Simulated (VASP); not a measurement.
Input of a VASP 6.6.1 run:

The input INCAR:

```
PREC = Accurate ; ENCUT = 600
EDIFF = 1E-7 ; ISMEAR = 1
SIGMA = 0.1 ; LREAL = False
LASPH = True ; NELM = 80
ALGO = Normal ; ISIF = 3
LWAVE = False ; LCHARG = False
GGA = PS ; IBRION = 2
NSW = 90 ; EDIFFG = -0.005
```

Contents of KPOINTS:

```
Automatic mesh
0
Gamma
  12 12 12
```

POSCAR

```
Na                                      
1.0
   -2.0853890600      2.0853890600      2.0853890600
    2.0853890600     -2.0853890600      2.0853890600
    2.0853890600      2.0853890600     -2.0853890600
  Na            
     1
Direct
     0.0000000000000000    0.0000000000000000    0.0000000000000000
```

Potentials or basis: VASP PAW PBE potentials, release 64 (Na_pv).

Launch:

```bash
$ cat potpaw_PBE.64/Na_pv/POTCAR > POTCAR
$ mpirun -np 1 vasp_std > vasp.out
```

Question: Predict the band gap on the k mesh.

Answer: None (metal or under the smearing width).

Final structure:
```cif
data_structure
_symmetry_space_group_name_H-M 'P 1'
_symmetry_Int_Tables_number 1
_cell_length_a 3.6120
_cell_length_b 3.6120
_cell_length_c 3.6120
_cell_angle_alpha 109.471
_cell_angle_beta 109.471
_cell_angle_gamma 109.471
_cell_volume 36.28
loop_
_atom_site_label
_atom_site_type_symbol
_atom_site_fract_x
_atom_site_fract_y
_atom_site_fract_z
_atom_site_occupancy
Na1 Na 0.00000 0.00000 0.00000 1
```

Caveat: the relaxation stopped at its first step, so nothing moved.
